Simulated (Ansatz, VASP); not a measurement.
This is a calculation of TaN for Ansatz 0.2.0.

The input input.yaml:

```yaml
crystal:
  lattice:
    - [2.938, 0.0, 0.0]
    - [-1.469, 2.5443826363, 0.0]
    - [0.0, 0.0, 2.883]
  atoms:
    - { symbol: Ta, position: [0.011444, 0.008329, 0.483264] }
    - { symbol: "N", position: [0.652555, 0.338806, 0.005873] }
kpoints:
  mp_grid: { grid: [10, 10, 9] }
scf:
  occupations: { method: fermi_dirac, width: 0.05 }
hamiltonian:
  xc: pbe
  pseudopotentials: { kind: all_electron, lapw: { basis_error: 0.001 } }
output:
  forces: true
  stress: true
  eigenvalues: true
  populations: true
```

Potentials or basis: all-electron LAPW, scalar-relativistic.

The run is started by

```sh
$ ansatz run input.yaml --threads 1 --pin off --max-ram 2560MiB --backend cpu --events-out ev --progress --plain --runs-dir out
```

Problem. Set up the same calculation for VASP 6.6.1. Potentials there: VASP PAW PBE potentials, release 64 (Ta_pv, N).

Solution. As run (the cutoff follows the program's own potentials):

INCAR

```
PREC = Accurate
ENCUT = 520
EDIFF = 1E-6
ISMEAR = -1
SIGMA = 0.05
LREAL = F
LASPH = T
NELM = 100
ALGO = Normal
ISIF = 2
LWAVE = F
LCHARG = F
GGA = PE
NBANDS = 15
```

Contents of KPOINTS:

```
regular mesh
0
Gamma
  10 10 9
```

File POSCAR:

```
TaN
1.0
    2.9380000000      0.0000000000      0.0000000000
   -1.4690000000      2.5443826363      0.0000000000
    0.0000000000      0.0000000000      2.8830000000
Ta N
1 1
Direct
    0.0114440000      0.0083290000      0.4832640000
    0.6525550000      0.3388060000      0.0058730000
```

Potentials or basis: VASP PAW PBE potentials, release 64 (Ta_pv, N).

Command:

```console
$ cat potpaw_PBE.64/Ta_pv/POTCAR potpaw_PBE.64/N/POTCAR > POTCAR
$ mpirun -np 1 vasp_std > vasp.out
```

Both were run:

|  | VASP | Ansatz | Ansatz less VASP |
| --- | --- | --- | --- |
| gap on the k mesh at the Fermi level (eV) | none | none | - |
| pressure (GPa) | 7.0 | 6.4 | -0.58 |
| largest component of the traceless stress (GPa) | 1.72 | 1.70 | -0.026 |
| rms of the force components (eV/Å) | 0.787 | 0.776 | -0.0105 |

Atom by atom the forces differ by 0.011 eV/Å (rms over components). A gap of «none» marks a metal or a gap that the smearing closes. Ansatz ran all-electron here, so the differences hold the error of VASP's frozen core and of both bases.

Caveats: forces of over 1 eV/Å show positions far from the minimum, so gaps and moduli don't describe the material at rest (VASP). Spin-orbit coupling is left out, which matters for the levels of Ta.
